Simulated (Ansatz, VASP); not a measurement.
**Sn, level by level in two programs**

```
CELL_PARAMETERS angstrom
-1.89465 1.89465 1.89465
1.89465 -1.89465 1.89465
1.89465 1.89465 -1.89465
ATOMIC_POSITIONS crystal
Sn 0.00000 0.00000 0.00000
```

This isn't the form of Sn at room conditions, which is tetragonal (white tin).

Single points on this cell with VASP 6.6.1 and Ansatz 0.2.0. Each row is one pair of runs. Alike in all rows: spin: off; k mesh: 10 × 10 × 10; Ansatz's potentials, cutoff: Ansatz PAW, 420 eV.

```tsv
level	smearing	VASP's potentials, cutoff	gap on the k mesh at the Fermi level (eV), VASP	gap on the k mesh at the Fermi level (eV), Ansatz	pressure (GPa), VASP	pressure (GPa), Ansatz
PBE	fermi-dirac, width 0.05 eV	VASP PAW PBE potentials, release 64 (Sn_d), 520 eV	none	none	0.6	0.6
LDA	gaussian, width 0.02 eV	VASP PAW LDA potentials, release 64 (Sn), 500 eV	none	none	-3.5	-3.4
PBE	gaussian, width 0.02 eV	VASP PAW PBE potentials, release 64 (Sn_d_GW), 550 eV	none	none	0.7	0.7
PBE	gaussian, width 0.1 eV	VASP PAW PBE potentials, release 64 (Sn), 500 eV	none	none	0.5	0.6
PBEsol	fermi-dirac, width 0.05 eV	VASP PAW PBE potentials, release 64 (Sn_d), 520 eV	none	none	-2.2	-2.2
```

Pressure (GPa): the two programs differ by at most 0.16.

A gap of «none» marks a metal or a gap that the smearing closes.

Caveats: the PAW data sets were made with another functional, which shifts forces and pressure a little (VASP); the PAW data sets come from PBE, with cores solved anew for the run's functional, which leaves a small shift of forces and pressure (Ansatz).

The runs don't all hold the same shells in valence.
